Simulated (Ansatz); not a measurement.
SrF2 (fluorite, Fm-3m), a = 5.757 Å, b = 5.757 Å, c = 5.757 Å, α = 90.00°, β = 90.00°, γ = 90.00°; the cell used has 3 atoms.

Relaxed with PBEsol.

Task: Which orbitals make up the states near the band edges in PBEsol (plane waves, PAW; program Ansatz)?

Result: Top 1 eV of the valence band: F 2p 97 %. Bottom 1 eV of the conduction band: Sr 5s 75 %, F 2s 16 %. Projections are on Löwdin-orthogonalised atomic valence shells; empty p or d shells of many metals are not among them.

Task: Tabulate the density of states.

Result: States/eV per cell of 3 atoms, in 0.25 eV bins, energy from the valence-band maximum.

| E (eV) | total | F 2p | Sr 5s | Sr 4p |
|---|---|---|---|---|
| -7.85 | 0.00 | 0.00 | 0.00 | 0.00 |
| -7.60 | 0.00 | 0.00 | 0.00 | 0.00 |
| -7.35 | 0.00 | 0.00 | 0.00 | 0.00 |
| -7.10 | 0.00 | 0.00 | 0.00 | 0.00 |
| -6.85 | 0.00 | 0.00 | 0.00 | 0.00 |
| -6.60 | 0.00 | 0.00 | 0.00 | 0.00 |
| -6.35 | 0.00 | 0.00 | 0.00 | 0.00 |
| -6.10 | 0.00 | 0.00 | 0.00 | 0.00 |
| -5.85 | 0.00 | 0.00 | 0.00 | 0.00 |
| -5.60 | 0.00 | 0.00 | 0.00 | 0.00 |
| -5.35 | 0.00 | 0.00 | 0.00 | 0.00 |
| -5.10 | 0.00 | 0.00 | 0.00 | 0.00 |
| -4.85 | 0.00 | 0.00 | 0.00 | 0.00 |
| -4.60 | 0.00 | 0.00 | 0.00 | 0.00 |
| -4.35 | 0.00 | 0.00 | 0.00 | 0.00 |
| -4.10 | 0.00 | 0.00 | 0.00 | 0.00 |
| -3.85 | 0.00 | 0.00 | 0.00 | 0.00 |
| -3.60 | 0.00 | 0.00 | 0.00 | 0.00 |
| -3.35 | 0.00 | 0.00 | 0.00 | 0.00 |
| -3.10 | 0.00 | 0.00 | 0.00 | 0.00 |
| -2.85 | 0.00 | 0.00 | 0.00 | 0.00 |
| -2.60 | 0.00 | 0.00 | 0.00 | 0.00 |
| -2.35 | 0.00 | 0.00 | 0.00 | 0.00 |
| -2.10 | 0.24 | 0.21 | 0.02 | 0.00 |
| -1.85 | 1.37 | 1.25 | 0.10 | 0.00 |
| -1.60 | 4.46 | 4.19 | 0.13 | 0.03 |
| -1.35 | 8.52 | 8.06 | 0.09 | 0.13 |
| -1.10 | 6.83 | 6.47 | 0.11 | 0.10 |
| -0.85 | 4.29 | 4.10 | 0.04 | 0.07 |
| -0.60 | 5.11 | 4.94 | 0.02 | 0.08 |
| -0.35 | 8.85 | 8.64 | 0.01 | 0.10 |
| -0.10 | 8.32 | 8.17 | 0.01 | 0.08 |
| 0.15 | 0.00 | 0.00 | 0.00 | 0.00 |
| 0.40 | 0.00 | 0.00 | 0.00 | 0.00 |
| 0.65 | 0.00 | 0.00 | 0.00 | 0.00 |
| 0.90 | 0.00 | 0.00 | 0.00 | 0.00 |
| 1.15 | 0.00 | 0.00 | 0.00 | 0.00 |
| 1.40 | 0.00 | 0.00 | 0.00 | 0.00 |
| 1.65 | 0.00 | 0.00 | 0.00 | 0.00 |
| 1.90 | 0.00 | 0.00 | 0.00 | 0.00 |
| 2.15 | 0.00 | 0.00 | 0.00 | 0.00 |
| 2.40 | 0.00 | 0.00 | 0.00 | 0.00 |
| 2.65 | 0.00 | 0.00 | 0.00 | 0.00 |
| 2.90 | 0.00 | 0.00 | 0.00 | 0.00 |
| 3.15 | 0.00 | 0.00 | 0.00 | 0.00 |
| 3.40 | 0.00 | 0.00 | 0.00 | 0.00 |
| 3.65 | 0.00 | 0.00 | 0.00 | 0.00 |
| 3.90 | 0.00 | 0.00 | 0.00 | 0.00 |
| 4.15 | 0.00 | 0.00 | 0.00 | 0.00 |
| 4.40 | 0.00 | 0.00 | 0.00 | 0.00 |
| 4.65 | 0.00 | 0.00 | 0.00 | 0.00 |
| 4.90 | 0.00 | 0.00 | 0.00 | 0.00 |
| 5.15 | 0.00 | 0.00 | 0.00 | 0.00 |
| 5.40 | 0.00 | 0.00 | 0.00 | 0.00 |
| 5.65 | 0.00 | 0.00 | 0.00 | 0.00 |
| 5.90 | 0.00 | 0.00 | 0.00 | 0.00 |
| 6.15 | 0.00 | 0.00 | 0.00 | 0.00 |
| 6.40 | 0.00 | 0.00 | 0.00 | 0.00 |
| 6.65 | 0.00 | 0.00 | 0.00 | 0.00 |
| 6.90 | 0.01 | 0.00 | 0.00 | 0.00 |
| 7.15 | 0.06 | 0.00 | 0.04 | 0.00 |
| 7.40 | 0.10 | 0.00 | 0.07 | 0.00 |
| 7.65 | 0.13 | 0.01 | 0.10 | 0.00 |
| 7.90 | 0.18 | 0.01 | 0.14 | 0.00 |
| 8.15 | 0.46 | 0.03 | 0.22 | 0.00 |
| 8.40 | 1.88 | 0.08 | 0.43 | 0.01 |
| 8.65 | 2.69 | 0.11 | 0.66 | 0.01 |
| 8.90 | 1.58 | 0.06 | 0.45 | 0.01 |
| 9.15 | 0.56 | 0.02 | 0.14 | 0.00 |
| 9.40 | 0.24 | 0.01 | 0.06 | 0.00 |
| 9.65 | 0.09 | 0.00 | 0.02 | 0.00 |
| 9.90 | 0.83 | 0.01 | 0.06 | 0.00 |
| 10.15 | 2.35 | 0.02 | 0.19 | 0.00 |
| 10.40 | 4.58 | 0.05 | 0.52 | 0.00 |
| 10.65 | 5.26 | 0.06 | 0.67 | 0.01 |
| 10.90 | 2.08 | 0.02 | 0.09 | 0.00 |
| 11.15 | 3.67 | 0.04 | 0.17 | 0.00 |
| 11.40 | 2.73 | 0.03 | 0.11 | 0.00 |
| 11.65 | 1.10 | 0.02 | 0.05 | 0.00 |

The PBEsol relaxation kept the symmetry of its start; of distortions, only those at the zone centre were tested. Scalar-relativistic: spin–orbit coupling is off unless named, which matters more the heavier the elements.

Potentials: the later of the program's two PAW sets.
